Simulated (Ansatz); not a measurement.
**Calculated 14N nuclear quadrupole resonance for Si3N4 at a changed volume**

Cell: a COD entry, relaxed with PBE at fixed cell and then changed (volume scaled by 0.96, ions relaxed).

```cif
data_Si3N4
_symmetry_space_group_name_H-M 'P6_3/m'
_symmetry_Int_Tables_number 176
_cell_length_a 7.4924
_cell_length_b 7.4924
_cell_length_c 2.8631
_cell_angle_alpha 90.000
_cell_angle_beta 90.000
_cell_angle_gamma 120.000
loop_
_atom_site_label
_atom_site_type_symbol
_atom_site_symmetry_multiplicity
_atom_site_Wyckoff_symbol
_atom_site_fract_x
_atom_site_fract_y
_atom_site_fract_z
Si Si 6 h 0.7646 0.1710 0.2500
N7 N 6 h 0.0267 0.3290 0.2500
N13 N 2 d 0.3333 0.6667 0.7500
```

One atom of each set is listed.

Method: Kohn–Sham DFT in Ansatz, PBE, plane waves and PAW, scalar-relativistic, 420 eV cutoff, Γ-centred 4×4×10 k-points, Fermi–Dirac smearing 0.02 eV.

14N: I = 1, Q = 20.44 mb (year-2017 value). Static lattice, zero field.

Q: At which frequencies do the 14N NQR lines lie?

A: For I = 1 the lines are ν± = (3/4)|C_Q|(1 ± η/3) and ν₀ = |C_Q|η/2.

```csv
site,atoms,V_zz (10²¹ V/m²),C_Q (MHz),η,line frequencies (MHz)
N7,6,-4.49,-2.22,0.09,"0.102, 1.61, 1.72"
N13,2,-4.40,-2.17,0.00,1.63
```

An axis of threefold or higher order runs through N13, so V_zz lies along it and η is zero. At N7 V_zz stands upright on the plane through its three neighbours (within 2°).

At this changed cell the PBE pressure is 18 GPa.
